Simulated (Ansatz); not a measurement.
**As under changes of volume**

One of the cells (22.434 Å³/atom); the others are scaled copies at fixed shape and fractional positions:

```
As
1.0
     1.82500   -5.50000    0.00000
     1.82500    5.50000    0.00000
     0.00000    0.00000    4.47000
As
4
Direct
  0.39000 0.61000 0.56000
  0.89000 0.11000 0.94000
  0.61000 0.39000 0.44000
  0.11000 0.89000 0.06000
```

This isn't the form of As at room conditions, which is rhombohedral.

| Item | Value |
| --- | --- |
| Program | Ansatz 0.2.0 |
| Functional | LDA |
| Potentials or basis | all-electron LAPW, scalar-relativistic |
| Cutoff | 275 eV (chosen from the basis error) |
| Basis error allowed | 0.002 eV/atom |
| k mesh | 8 × 8 × 6 |
| Occupations | fermi-dirac, width 0.05 eV |
| Spin | no spin polarisation |

```tsv
volume (Å³/atom)	energy over the lowest point (meV/atom)	pressure (GPa)	largest force (eV/Å)
21.088	?	?	?
21.536	0.86	1.1	0.230
21.985	0.00	-0.5	0.131
22.434	3.28	-1.9	0.192
22.882	10.30	-3.1	0.318
23.331	20.69	-4.3	0.448
23.780	34.10	-5.3	0.573
```

Problem. What does the run at 21.088 Å³/atom give?

Solution. Energy over the lowest point 6.31 meV/atom; pressure 2.8 GPa; largest force 0.398 eV/Å.

Worked out: A Birch-Murnaghan fit of order 3 (a polynomial in V^(-2/3)) to the other rows has its minimum at 21.85 Å³/atom with B0 = V·E''(V) = 75 GPa and B' = 4.2 at fixed shape and positions, which overstates the stiffness. It gives 6.34 meV/atom at 21.088 Å³/atom, against the run's 6.31, and -dE/dV = 2.8 GPa, against 2.8.

Energies are extrapolated to zero smearing.
